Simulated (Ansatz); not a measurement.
Crystal: MgTe.

```
CELL_PARAMETERS angstrom
0.00000 3.23200 3.23200
3.23200 0.00000 3.23200
3.23200 3.23200 0.00000
ATOMIC_POSITIONS crystal
Te 0.25000 0.25000 0.25000
Mg 0.00000 0.00000 0.00000
```

The cell comes from a database or a generator and needn't be the stable form of this composition.

```yaml
Program: Ansatz 0.2.0
Task: relaxation of cell and atoms
Functional: PBE
Dispersion: D3(BJ)
Potentials_or_basis: Ansatz PAW
Cutoff: "420 eV (not typed: the program's choice for these potentials)"
k_mesh: 7 × 7 × 7
Occupations: fermi-dirac, width 0.05 eV
Spin: no spin polarisation
```

At the start: volume 33.76 Å³/atom.

Task: How do energy, volume and symmetry change on relaxing?

Result: It ends after 4 steps and the volume is 32.95 Å³/atom (-2.4 %); space group F-43m (No. 216, to 0.05 Å).

Step by step:
```
step  energy change (eV)  largest force (eV/Å)  volume (Å³)
   1              0.0000                0.0000        67.52
   2             -0.0044                0.0000        65.44
   3             -0.0047                0.0000        65.90
   4             -0.0046                0.0000        65.90
```

Final structure:
```cif
data_structure
_symmetry_space_group_name_H-M 'P 1'
_symmetry_Int_Tables_number 1
_cell_length_a 4.5338
_cell_length_b 4.5338
_cell_length_c 4.5338
_cell_angle_alpha 60.000
_cell_angle_beta 60.000
_cell_angle_gamma 60.000
_cell_volume 65.90
loop_
_atom_site_label
_atom_site_type_symbol
_atom_site_fract_x
_atom_site_fract_y
_atom_site_fract_z
_atom_site_occupancy
Te1 Te 0.25000 0.25000 0.25000 1
Mg1 Mg 0.00000 0.00000 0.00000 1
```

Caveat: the plane-wave basis is chosen anew once the cell has moved, so the energies of steps on either side of that aren't comparable.
